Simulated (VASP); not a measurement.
# InP (Fm-3m) in VASP: single point with PBE

Aim: the single point of InP with PBE.

Program: VASP 6.6.1. These are calculated values, not measurements. Logs are shortened: lines on timing, memory, paths and dates and some standing lists are left out, and cuts for length are marked.

### 1 Starting point

It takes space group Fm-3m (No. 225, cubic). Conventional cell: a = 5.710 Å, b = 5.710 Å, c = 5.710 Å, α = 90.00°, β = 90.00°, γ = 90.00°. In (site symmetry m-3m) is surrounded by 6 P at 2.85 Å. Around P (site symmetry m-3m) lie 6 In at 2.85 Å.

Measurements of this composition are mostly on another form, of space group No. 216.

### 2 Single point, PBE

Input file INCAR:

```
PREC = Accurate
ENCUT = 520
EDIFF = 1E-6
ISMEAR = -1
SIGMA = 0.02
LREAL = F
LASPH = T
NELM = 100
ALGO = Normal
ISIF = 2
LWAVE = F
LCHARG = F
GGA = PE
NBANDS = 16
```

Input file KPOINTS:

```
Automatic mesh
0
Gamma
  8 8 8
```

Input file POSCAR:

```
InP
1.0
    0.0000000000      2.8550000000      2.8550000000
    2.8550000000      0.0000000000      2.8550000000
    2.8550000000      2.8550000000      0.0000000000
In P
1 1
Direct
    0.0000000000      0.0000000000      0.0000000000
    0.5000000000      0.5000000000      0.5000000000
```

Potentials or basis: VASP PAW PBE potentials, release 64 (In_d, P).

Started as:

```sh
$ cat potpaw_PBE.64/In_d/POTCAR potpaw_PBE.64/P/POTCAR > POTCAR
$ mpirun -np 1 vasp_std > vasp.out
```

OUTCAR:

```text
PREC = Accurate
   ENCUT = 520
   EDIFF = 1E-6
   ISMEAR = -1
   LREAL = F
   LASPH = T
   NELM = 100
   ISIF = 2
   GGA = PE

 ion  position               nearest neighbor table
   1  0.000  0.000  0.000-   2 2.85   2 2.85   2 2.85   2 2.85   2 2.85   2 2.85
   2  0.500  0.500  0.500-   1 2.85   1 2.85   1 2.85   1 2.85   1 2.85   1 2.85

  LATTYP: Found a face centered cubic cell.
 ALAT       =     5.7100000000

  Lattice vectors:

 A1 = (   0.0000000000,   2.8550000000,   2.8550000000)
 A2 = (   2.8550000000,   0.0000000000,   2.8550000000)
 A3 = (   2.8550000000,   2.8550000000,   0.0000000000)

Analysis of symmetry for initial positions (statically):
=====================================================================
 Subroutine PRICEL returns:
 Original cell was already a primitive cell.

 Routine SETGRP: Setting up the symmetry group for a
 face centered cubic supercell.

 Subroutine GETGRP returns: Found 48 space group operations
 (whereof 48 operations were pure point group operations)
 out of a pool of 48 trial point group operations.

The static configuration has the point symmetry O_h .

Analysis of symmetry for dynamics (positions and initial velocities):
=====================================================================
 Subroutine PRICEL returns:
 Original cell was already a primitive cell.

 Routine SETGRP: Setting up the symmetry group for a
 face centered cubic supercell.

 Subroutine GETGRP returns: Found 48 space group operations
 (whereof 48 operations were pure point group operations)
 out of a pool of 48 trial point group operations.

The dynamic configuration has the point symmetry O_h .

 Subroutine INISYM returns: Found 48 space group operations
 (whereof 48 operations are pure point group operations),
 and found     1 'primitive' translations

----------------------------------------------------------------------------------------

                                     Primitive cell

  volume of cell :      46.5424

  direct lattice vectors                    reciprocal lattice vectors
     0.000000000  2.855000000  2.855000000    -0.175131349  0.175131349  0.175131349
     2.855000000  0.000000000  2.855000000     0.175131349 -0.175131349  0.175131349
     2.855000000  2.855000000  0.000000000     0.175131349  0.175131349 -0.175131349

  length of vectors
     4.037579721  4.037579721  4.037579721     0.303336394  0.303336394  0.303336394

  position of ions in fractional coordinates (direct lattice)
[... 79 lines left out ...]
   EDIFF  = 0.1E-05   stopping-criterion for ELM
   LREAL  =      F    real-space projection
   EDIFFG = 0.1E-04   stopping-criterion for IOM
   NSW    =      0    number of steps for IOM
   IBRION =     -1    ionic relax: 0-MD 1-quasi-New 2-CG
   NFREE  =      0    steps in history (QN), initial steepest desc. (CG)
   ISIF   =      2    stress and relaxation
   ISYM   =      2    0-nonsym 1-usesym 2-fastsym
   POTIM  = 0.5000    time-step for ionic-motion
   TEBEG  =    0.0;   TEEND  =   0.0 temperature during run
   PSTRESS=    0.0 pullay stress
   NELECT =      18.0000    total number of electrons
   NUPDOWN=      -1.0000    fix difference up-down
   EMIN   =  10.00;   EMAX   =-10.00  energy-range for DOS
   EFERMI =   0.00;   METHOD = LEGACY
   ISMEAR =    -1;   SIGMA  =   0.02  broadening in eV -4-tet -1-fermi 0-gaus
   EFERMI_NEDOS =   21; number of points for ismear=-14 and -15
   IALGO  =     38    algorithm
   IMIX   =      4    mixing-type and parameters
     AMIX     =   0.40;   BMIX     =  1.00
     AMIX_MAG =   1.60;   BMIX_MAG =  1.00
  volume/ion in A,a.u.               =      23.27       157.04
  Fermi-wavevector in a.u.,A,eV,Ry     =   1.192750  2.253971 19.356375  1.422653
  Thomas-Fermi vector in A             =   2.328781
   LORBIT       =      0    0 simple, 1 ext, 2 COOP (PROOUT), +10 PAW based schemes
   GGA     = PE    functional components
   LHFCALC =     F    Hartree Fock is set to
   AEXX    =    0.0000 exact exchange contribution
   IVDW    =     0    specifies the selected vdW correction
   LEPSILON=     F    determine dielectric tensor
   LRPA    =     F    only Hartree local field effects (RPA)
 non-spin polarized calculation
  energy-cutoff  :      520.00
  volume of cell :       46.54
 maximum number of plane-waves:      1283
   NGX = 15   NGY = 15   NGZ = 15

 number of electron      17.9999993 magnetization

 Free energy of the ion-electron system (eV)
  ---------------------------------------------------
  ext. energy  EPLUGINS =         0.00000000
  ---------------------------------------------------
  free energy    TOTEN  =        -7.83302271 eV

  energy without entropy =       -7.83037993  energy(sigma->0) =       -7.83170132

 E-fermi :   6.0356     XC(G=0):  -9.9763

 val. band max:        6.0201653908   @ k =   0.3750   0.0000   0.0000
 cond. band min:       6.0467962599   @ k =  -0.3750   0.3750   0.0000
 fundamental gap:      0.0266308691
 Fermi energy:         6.0355731653

 k-point     1 :       0.0000    0.0000    0.0000
  band No.  band energies     occupation
      1      -8.1884      2.00000
      2      -8.1884      2.00000
      3      -8.1749      2.00000
      4      -8.1749      2.00000
      5      -8.1749      2.00000
      6      -5.3930      2.00000
[... 433 lines left out ...]
      3      -8.1621      2.00000
      4      -8.1389      2.00000
      5      -8.1101      2.00000
      6      -3.2085      2.00000
[... 8 lines left out ...]
     15      15.7492      0.00000
     16      18.2725      0.00000

 [... further k-points ...]

------------------------ aborting loop because EDIFF is reached ----------------------------------------

  FORCE on cell =-STRESS in cart. coord.  units (eV):
  Direction    XX          YY          ZZ          XY          YZ          ZX
  --------------------------------------------------------------------------------------
  -------------------------------------------------------------------------------------
  Total       -1.5690544     -1.5690544     -1.5690544      0.0000000      0.0000000      0.0000000
  in kB      -54.0132436    -54.0132436    -54.0132436      0.0000000      0.0000000      0.0000000
  external PRESSURE =     -54.0132436 kB  Pullay stress =       0.0000000 kB

 VOLUME and BASIS-vectors are now :
 -----------------------------------------------------------------------------
  energy-cutoff  :      520.00
  volume of cell :       46.54
      direct lattice vectors                 reciprocal lattice vectors
     0.000000000  2.855000000  2.855000000    -0.175131349  0.175131349  0.175131349
     2.855000000  0.000000000  2.855000000     0.175131349 -0.175131349  0.175131349
     2.855000000  2.855000000  0.000000000     0.175131349  0.175131349 -0.175131349

 POSITION                                       TOTAL-FORCE (eV/Angst)
 -----------------------------------------------------------------------------------
      0.00000      0.00000      0.00000         0.000000      0.000000      0.000000
      2.85500      2.85500      2.85500        -0.000000     -0.000000     -0.000000
 -----------------------------------------------------------------------------------
    total drift:                               -0.000000      0.000000      0.000000

  FREE ENERGIE OF THE ION-ELECTRON SYSTEM (eV)
  ---------------------------------------------------
  free  energy   TOTEN  =        -7.8330227139 eV

  energy  without entropy=       -7.8303799286  energy(sigma->0) =       -7.83170132
```

Wall time 9.5 s (1 thread of Intel Xeon 6975P-C (Granite Rapids), shared host); peak memory 0.17 GiB.

What came out:

* Free energy: -7.8330 eV
* Pressure: -5.4 GPa
* Band gap on the k mesh: none (metal or under the smearing width)
